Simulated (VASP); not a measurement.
Here is a VASP 6.6.1 calculation.

File INCAR:

```
SYSTEM = MoS2
PREC     = Accurate       ! precision mode
ENCUT    = 520            ! plane-wave cutoff, eV
EDIFF    = 1E-7           ! SCF threshold, eV
ISMEAR   = 0              ! smearing method
SIGMA    = 0.05           ! smearing width, eV
LREAL    = .FALSE.        ! projectors in reciprocal space
LASPH    = .TRUE.         ! aspherical terms in the spheres
NELM     = 60             ! most SCF steps
ALGO     = Normal         ! electronic algorithm
ISIF     = 2              ! what is computed and relaxed
LWAVE    = .FALSE.        ! write WAVECAR
LCHARG   = .FALSE.        ! write CHGCAR
ISPIN    = 2              ! spin polarisation
MAGMOM   = 1 0 0          ! initial moments
LORBIT   = 11             ! projections on sites
NUPDOWN  = 3              ! fixed moment
LMAXMIX  = 4              ! l up to which the mixer works
LDAU     = .TRUE.         ! DFT+U
LDAUTYPE = 2            
LDAUL    = 2 -1           ! shell
LDAUU    = 3 0            ! U, eV
LDAUJ    = 0 0          
LDAUPRINT= 1            
GGA      = PE             ! functional
```

Contents of KPOINTS:

```
Automatic mesh
0
G
  6 6 4
  0 0 0
```

File POSCAR:

```
MoS2
1.0
    3.1479925200     -1.9297820300      0.0000000000
    3.1479925200      1.9297820300      0.0000000000
   -0.0030992400      0.0000000000      4.4393295900
Mo S
1 2
Direct
    0.0000000000      0.0000000000      0.0000000000
    0.6879000000      0.6879000000      0.2889000000
    0.3121000000      0.3121000000      0.7111000000
```

Potentials or basis: VASP PAW PBE potentials, release 64 (Mo_sv, S).

Command:

```sh
$ cat potpaw_PBE.64/Mo_sv/POTCAR potpaw_PBE.64/S/POTCAR > POTCAR
$ mpirun -np 1 vasp_std > vasp.out
```

Problem. Predict the pressure.

Solution. 8.2 GPa.

Problem. Predict the largest force.

Solution. 1.436 eV/Å.

Eigenvalues of the final occupation matrices:
```tsv
site	spin	trace	eigenvalues
site 1 d	1	3.14	0.39 0.41 0.75 0.77 0.81
site 1 d	2	0.72	0.04 0.07 0.08 0.21 0.32
```

Caveat: the moment is held away from its start; the total moment is fixed, so each spin has its own Fermi level; forces of over 1 eV/Å show positions far from the minimum, so gaps and moduli don't describe the material at rest. The state reached can hang on the start; a lower one may exist.
